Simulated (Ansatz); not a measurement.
Relaxed CsCl (CsCl type):

```
CELL_PARAMETERS angstrom
      4.14031     0.00000     0.00000
      0.00000     4.14031     0.00000
      0.00000     0.00000     4.14031
ATOMIC_POSITIONS crystal
  Cs 0.00000 0.00000 0.00000
  Cl 0.50000 0.50000 0.50000
```

In this cell atom 1 (Cs, nearest neighbour Cl at 3.586 Å; its periodic images, 4.1 Å or more away, move with it) is moved by s along Cartesian z, unit vector (0.000, 0.000, 1.000); all other atoms and the cell stay fixed.

Level of theory: r2SCAN (plane waves to 500 eV, PAW, scalar-relativistic; Ansatz, an electronic-structure program). k mesh 7×7×7 (Γ-centred), Fermi-Dirac smearing 0.05 eV. E stands for the smeared free energy. CsCl was relaxed with its symmetry unable to fall. ΔE is measured from the undisplaced structure.

```csv
s (Å),ΔE (meV/cell)
-0.360,61.0
-0.288,38.8
-0.216,21.7
-0.144,withheld
-0.072,2.4
0.000,0.0
0.072,2.4
0.144,withheld
0.216,21.7
0.288,38.8
0.360,61.0
```

**Question.** Fit an even polynomial form (powers 2, 4) to the given rows and predict ΔE at s = 0.144.

**Answer.** Least squares on the 9 given rows: ΔE = (462.3)·s² + (64.90)·s⁴, in meV/cell with s in Å; root-mean-square residual 0.01 meV/cell. At 0.144 the fit gives 9.6 meV/cell; the calculation gives 9.6 meV/cell, the same to the digits shown. The quadratic term alone would give 9.6 meV/cell.

(A displaced cell: forces are minus the slopes of the energy, force constants its curvatures, and phonons follow from these.)
